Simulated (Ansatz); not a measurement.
**Au(111) with 4 layers of random Au-Ti, 2x2: scattering by chemical disorder**

How strongly does chemical disorder scatter in Au(111) with 4 layers of random Au-Ti, 2x2?

Method: Ansatz plane-wave DFT, PBE, PAW files; ballistic transport by layer matching (Landauer), zero bias; PAW set soft_1, in Ansatz 0.2.0.

This is a report of a sequence of runs, with most program output left out.

### Step 1. The starting structure

The cell holds 40 atoms: 28 Au and 12 Ti. Its edges and angles: a = 5.768 Å, b = 5.768 Å, c = 23.605 Å, α = 93.5°, β = 86.5°, γ = 120.0°. It derives from Au. Regions: lead, 24 atoms (24 Au); scattering region, 16 atoms (12 Ti and 4 Au). The structure is stacked along c, and the current runs across the ab planes.

### Step 2. With 4 alloy layers

In 4 layers a share of 0.75 of the sites is given to Ti at random. The layers about the cell's end stay perfect and serve as the lead. Disorder leaves little or no symmetry, which makes such runs dear. Energies from -0.05 to 0.05 eV in steps of 0.05 eV are too few for the program's thermal sum, so it prints no conductance; for a metal the transmission near the Fermi level serves, at a fraction of the cost.

Input file input.yaml:

```yaml
crystal:
  lattice:
    - [5.7675164607, 0.0, 0.0]
    - [-2.8837582304, 4.9948157718, 0.0]
    - [1.4418791152, -0.8324692953, 23.5457873532]
  atoms:
    - { symbol: Au, position: [0.9916666667, 0.0083333333, 0.05] }
    - { symbol: Au, position: [0.9916666667, 0.5083333333, 0.05] }
    - { symbol: Au, position: [0.4916666667, 0.0083333333, 0.05] }
    - { symbol: Au, position: [0.4916666667, 0.5083333333, 0.05] }
    - { symbol: Au, position: [0.1416666667, 0.3583333333, 0.15] }
    - { symbol: Au, position: [0.1416666667, 0.8583333333, 0.15] }
    - { symbol: Au, position: [0.6416666667, 0.3583333333, 0.15] }
    - { symbol: Au, position: [0.6416666667, 0.8583333333, 0.15] }
[... 28 atom lines left out ...]
    - { symbol: Au, position: [0.8416666667, 0.1583333333, 0.95] }
    - { symbol: Au, position: [0.8416666667, 0.6583333333, 0.95] }
    - { symbol: Au, position: [0.3416666667, 0.1583333333, 0.95] }
    - { symbol: Au, position: [0.3416666667, 0.6583333333, 0.95] }
kpoints:
  mp_grid: { grid: [5, 5, 1] }
hamiltonian:
  xc: pbe
  pseudopotentials: { kind: paw, azcp: { folder: soft_1 } }
scf:
  occupations: { method: fermi_dirac, width: 0.1 }
output:
  transmission:
    leads: [[0, 4]]
    kmesh: [10, 10]
    e_range: [-0.05, 0.05]
    de: 0.05
  write_potential: true
  write_density: true
  volumetric_format: npy
```

The run is started by

```sh
$ ansatz run input.yaml --threads 4 --pin off --max-ram 15360MiB --backend cpu --events-out ev --progress --plain --runs-dir out
```

Run time: 8.7 min. Hardware: 4 threads of Intel Xeon Platinum 8488C (Sapphire Rapids), shared host; peak memory 5.5 GiB; 29 min of CPU time.

This step gave:

- free energy: -398234.1338 eV
- energy at zero smearing: -398233.5728 eV
- Fermi energy: 18.67 eV
- cell area: 28.81 Å²
- transmission per spin nearest the Fermi level: 0.9064
- open channels per spin nearest the Fermi level: 3.21
- step of the lead's potential: 17.2 meV

Per spin. Table of transmission, zone mean by energy, zero at the Fermi level:

```csv
energy (eV),"transmission, zone mean"
-0.0500,0.835
0.0000,0.906
0.0500,0.861
```

Per spin. The open channels, zone mean, lead stays at 3.21 for energy from -0.05 to 0.05 eV.

Transmission over k1 and k2. At 0.0000 eV from the Fermi level.

Values, 10 rows by 10 columns:
```
1.18 0.92 0.81 1.01 0.49 0.90 0.20 0.49 0.45 0.95
0.60 0.81 1.05 0.85 0.70 1.15 0.97 0.75 1.12 0.45
0.71 1.01 0.85 1.67 1.30 1.93 1.30 0.46 0.75 0.49
0.99 0.49 0.70 1.30 1.03 1.09 1.00 1.30 0.97 0.20
0.33 0.90 1.15 1.93 1.09 1.13 1.09 1.93 1.15 0.90
0.99 0.20 0.97 1.30 1.00 1.09 1.03 1.30 0.70 0.49
0.71 0.49 0.75 0.46 1.30 1.93 1.30 1.67 0.85 1.01
0.60 0.45 1.12 0.75 0.97 1.15 0.70 0.85 1.05 0.81
1.18 0.95 0.45 0.49 0.20 0.90 0.49 1.01 0.81 0.92
0.93 1.18 0.60 0.71 0.99 0.33 0.99 0.71 0.60 1.18
```
Columns: k1 (b1) from -0.5 to 0.4; rows upwards: k2 (b2) from -0.5 to 0.4.

Open channels over k1 and k2. At 0.0000 eV from the Fermi level.

Values, 10 rows by 10 columns:
```
3.00 4.00 3.00 3.00 3.00 4.00 3.00 3.00 3.00 3.00
3.00 3.00 4.00 3.00 3.00 4.00 3.00 3.00 3.00 3.00
3.00 3.00 3.00 4.00 3.00 4.00 3.00 3.00 3.00 3.00
3.00 3.00 3.00 3.00 3.00 3.00 3.00 3.00 3.00 3.00
4.00 4.00 4.00 4.00 3.00 3.00 3.00 4.00 4.00 4.00
3.00 3.00 3.00 3.00 3.00 3.00 3.00 3.00 3.00 3.00
3.00 3.00 3.00 3.00 3.00 4.00 3.00 4.00 3.00 3.00
3.00 3.00 3.00 3.00 3.00 4.00 3.00 3.00 4.00 3.00
3.00 3.00 3.00 3.00 3.00 4.00 3.00 3.00 3.00 4.00
4.00 3.00 3.00 3.00 3.00 4.00 3.00 3.00 3.00 3.00
```
Columns: k1 (b1) from -0.5 to 0.4; rows upwards: k2 (b2) from -0.5 to 0.4.

Over the solved energies the transmission per spin lies between 0.835 and 0.906, out of 3.21 channels of the lead on average (up to 3.21).

### Step 3. With 8 alloy layers

In 8 layers a share of 0.75 of the sites is given to Ti at random. A fresh draw is used; the growth of the resistance with length is what counts.

System of this step: Au(111) with 8 layers of random Au-Ti, 2x2. The cell holds 56 atoms: 32 Au and 24 Ti. Cell: a = 5.768 Å, b = 5.768 Å, c = 33.006 Å, α = 87.5°, β = 92.5°, γ = 120.0°. It derives from Au. Regions: lead, 24 atoms (24 Au); scattering region, 32 atoms (8 Au and 24 Ti). The structure is stacked along c, and the current runs across the ab planes.

Input file input.yaml:

```yaml
crystal:
  lattice:
    - [5.7675164607, 0.0, 0.0]
    - [-2.8837582304, 4.9948157718, 0.0]
    - [-1.4418791152, 0.8324692953, 32.9641022945]
  atoms:
    - { symbol: Au, position: [0.005952381, 0.994047619, 0.0357142857] }
    - { symbol: Au, position: [0.005952381, 0.494047619, 0.0357142857] }
    - { symbol: Au, position: [0.505952381, 0.994047619, 0.0357142857] }
    - { symbol: Au, position: [0.505952381, 0.494047619, 0.0357142857] }
    - { symbol: Au, position: [0.1845238095, 0.3154761905, 0.1071428571] }
    - { symbol: Au, position: [0.1845238095, 0.8154761905, 0.1071428571] }
    - { symbol: Au, position: [0.6845238095, 0.3154761905, 0.1071428571] }
    - { symbol: Au, position: [0.6845238095, 0.8154761905, 0.1071428571] }
[... 44 atom lines left out ...]
    - { symbol: Au, position: [0.3273809524, 0.1726190476, 0.9642857143] }
    - { symbol: Au, position: [0.3273809524, 0.6726190476, 0.9642857143] }
    - { symbol: Au, position: [0.8273809524, 0.1726190476, 0.9642857143] }
    - { symbol: Au, position: [0.8273809524, 0.6726190476, 0.9642857143] }
kpoints:
  mp_grid: { grid: [5, 5, 1] }
hamiltonian:
  xc: pbe
  pseudopotentials: { kind: paw, azcp: { folder: soft_1 } }
scf:
  occupations: { method: fermi_dirac, width: 0.1 }
output:
  transmission:
    leads: [[0, 4]]
    kmesh: [10, 10]
    e_range: [-0.05, 0.05]
    de: 0.05
  write_potential: true
  write_density: true
  volumetric_format: npy
```

Wall time 14 min (4 threads); peak memory 10 GiB.

Numbers from this step:

```yaml
free_energy: -480837.3420 eV
energy_at_zero_smearing: -480836.3803 eV
fermi_energy: 17.76 eV
transmission_per_spin_nearest_the_fermi_level: 0.7635
step_of_the_lead_s_potential: 7.9 meV
```

Per spin. The transmission, zone mean by energy, zero at the Fermi level:

```csv
energy (eV),"transmission, zone mean"
-0.0500,0.773
0.0000,0.763
0.0500,0.807
```

Over the solved energies the transmission per spin lies between 0.763 and 0.807, out of 3.21 channels of the lead on average (up to 3.21).

### Step 4. With 12 alloy layers

In 12 layers a share of 0.75 of the sites is given to Ti at random. A fresh draw is used; the growth of the resistance with length is what counts.

System of this step: Au(111) with 12 layers of random Au-Ti, 2x2. The cell holds 72 atoms: 36 Au and 36 Ti. Cell: a = 5.768 Å, b = 5.768 Å, c = 42.382 Å, α = 90.0°, β = 90.0°, γ = 120.0°. It derives from Au. Regions: lead, 24 atoms (24 Au); scattering region, 48 atoms (36 Ti and 12 Au). The structure is stacked along c, and the current runs across the ab planes.

Input file input.yaml:

```yaml
crystal:
  lattice:
    - [5.7675164607, 0.0, 0.0]
    - [-2.8837582304, 4.9948157718, 0.0]
    - [0.0, 0.0, 42.3824172358]
  atoms:
    - { symbol: Au, position: [0.0, 0.0, 0.0277777778] }
    - { symbol: Au, position: [0.0, 0.5, 0.0277777778] }
    - { symbol: Au, position: [0.5, 0.0, 0.0277777778] }
    - { symbol: Au, position: [0.5, 0.5, 0.0277777778] }
    - { symbol: Au, position: [0.1666666667, 0.3333333333, 0.0833333333] }
    - { symbol: Au, position: [0.1666666667, 0.8333333333, 0.0833333333] }
    - { symbol: Au, position: [0.6666666667, 0.3333333333, 0.0833333333] }
    - { symbol: Au, position: [0.6666666667, 0.8333333333, 0.0833333333] }
[... 60 atom lines left out ...]
    - { symbol: Au, position: [0.3333333333, 0.1666666667, 0.9722222222] }
    - { symbol: Au, position: [0.3333333333, 0.6666666667, 0.9722222222] }
    - { symbol: Au, position: [0.8333333333, 0.1666666667, 0.9722222222] }
    - { symbol: Au, position: [0.8333333333, 0.6666666667, 0.9722222222] }
kpoints:
  mp_grid: { grid: [5, 5, 1] }
hamiltonian:
  xc: pbe
  pseudopotentials: { kind: paw, azcp: { folder: soft_1 } }
scf:
  occupations: { method: fermi_dirac, width: 0.1 }
output:
  transmission:
    leads: [[0, 4]]
    kmesh: [10, 10]
    e_range: [-0.05, 0.05]
    de: 0.05
  write_potential: true
  write_density: true
  volumetric_format: npy
```

The job ended after 25 min (4 threads; peak memory 8.4 GiB; 1.5 h of CPU time).

This step gave:

```
free energy                                   : -563440.1721 eV
energy at zero smearing                       : -563438.8225 eV
Fermi energy                                  : 17.26 eV
transmission per spin nearest the Fermi level : 0.5002
step of the lead's potential                  : 8.9 meV
```

Per spin. Transmission, zone mean against energy, zero at the Fermi level:

```csv
energy (eV),"transmission, zone mean"
-0.0500,0.511
0.0000,0.500
0.0500,0.557
```

Over the solved energies the transmission per spin lies between 0.500 and 0.557, out of 3.21 channels of the lead on average (up to 3.21).

### Step 5. Resistance against length

This step: Ansatz plane-wave DFT, PBE, PAW files; ballistic transport by layer matching (Landauer), zero bias; residual resistivity from the slope of the area resistance, atoms on the host's lattice; PAW set soft_1 (Ansatz 0.2.0).

This step gave:

```
resistivity           : 150.0 µΩ cm
intercept             : 1.402 fΩ m²
scatter about the fit : 0.4431 fΩ m²
```

Resistance, by row:

```csv
run,length (Å),T,channels N,RA (fΩ m²)
n4,9.418,0.8676,3.21,3.127
n8,18.84,0.7814,3.21,3.6
n12,28.25,0.5229,3.21,5.952
```

Table of area resistance by length of the alloy:

```csv
length of the alloy (Å),area resistance (fΩ m²)
9.42,3.13
18.84,3.60
28.25,5.95
```

The area resistance goes from 3.1 to 6.0 fΩ m² between 9.4 and 28.3 Å, a slope of 150 µΩ cm.

By hand from the end points: (5.952 − 3.127) fΩ m² / (28.25 − 9.42) Å = 150 µΩ cm, since 1 fΩ m² per Å is 1000 µΩ cm.

### Step 6. Results

```json
{
 "resistivity from the slope": "150 µΩ cm",
 "area resistance over 9.42 Å": "3.13 fΩ m²",
 "area resistance over 18.8 Å": "3.60 fΩ m²",
 "area resistance over 28.3 Å": "5.95 fΩ m²"
}
```

The slope gives 150 µΩ cm. The points scatter by 0.44 fΩ m² about the line, with one random draw a length in a 2x2 cell, so the slope is a rough value. Read with a model of isotropic scattering on a spherical Fermi surface and the lead's 0.86×10¹⁵ S/m², this slope means a mean free path near 5.8 Å (a rough figure, since the alloy's own channel count differs); over these lengths the model's slope is within 3 % of its bulk resistivity, though a free path of a few ångströms strains the picture. The atoms sit on the host's lattice, so scattering by size misfit is left out. With 75 % of Ti, whose own structure is another, this is a hypothetical phase. Spin-orbit coupling is left out, which matters for Au.

[Logs are printed without paths, hosts, clocks, repeated set-up lines and the standing remarks that a program may print on its own settings, such as how far it seeks lower states.]

[Hosts, paths, dates, database ids (printed as entryN), source tags and the programs' standing remarks are cut or masked in the printed files.]
